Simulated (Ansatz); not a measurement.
## What holes 1.5×10^21 cm⁻³ does to BeO

Base system: BeO in the wurtzite structure (space group P6_3mc, No. 186; a = 2.6905 Å, c = 4.3699 Å).

It is then changed as follows: hole doping at 1.5×10^21 cm⁻³ (0.0411 per cell), with a uniform compensating background at fixed cell and a 300 K Fermi–Dirac width.

All numbers come from r2SCAN in Ansatz (plane waves to 500 eV, PAW, without spin-orbit coupling). Settings: 25×25×14 k-points, 0.0259 eV Fermi–Dirac smearing.

The gap between the host's bands grows by 0.04 eV, from 8.55 eV to 8.59 eV and the gap character stays direct at Γ. The Fermi level relative to the doped band's edge (positive inside the band; to 0.05 eV) comes out as +0.15 eV.

Carriers are added with a uniform compensating background; total energy and stress of such cells depend on the potential's zero and are not compared; many-body gap narrowing is missing at this level. Stability against distortions was not tested.

Ansatz is an electronic-structure program.
